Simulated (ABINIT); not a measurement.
The system is MoS2.

```
CELL_PARAMETERS angstrom
3.16900 0.00000 0.00000
-1.58450 2.74443 0.00000
0.00000 0.00000 12.32400
ATOMIC_POSITIONS crystal
Mo 0.66667 0.33333 0.75000
Mo 0.33333 0.66667 0.25000
S 0.66667 0.33333 0.37700
S 0.33333 0.66667 0.87700
S 0.66667 0.33333 0.12300
S 0.33333 0.66667 0.62300
```

Base run:

* Program: ABINIT 10.8.3 (patched build)
* Functional: LDA
* Potentials or basis: PseudoDojo NC SR LDA v0.4.1 standard
* Cutoff: 952 eV
* k mesh: 8 × 8 × 2
* Occupations: fermi-dirac, width 0.05 eV
* Spin: no spin polarisation

Its results: band gap on the k mesh 0.91 eV, indirect (least direct gap 1.93 eV); pressure -5.9 GPa; largest force 0.471 eV/Å.

Question: The run is repeated on the same cell with these changes: functional from LDA to PBE; potentials or basis from PseudoDojo NC SR LDA v0.4.1 standard to PseudoDojo NC SR PBE v0.5 standard; cutoff from 952 eV to 980 eV. What comes out?

Answer: Band gap on the k mesh 0.98 eV, indirect (least direct gap 1.93 eV); pressure 1.9 GPa; largest force 0.056 eV/Å.

Caveats: this functional lacks dispersion, which binds the layers, so the pressure and a relaxed spacing across them are unreliable (some runs).

A k mesh can miss the band edges.
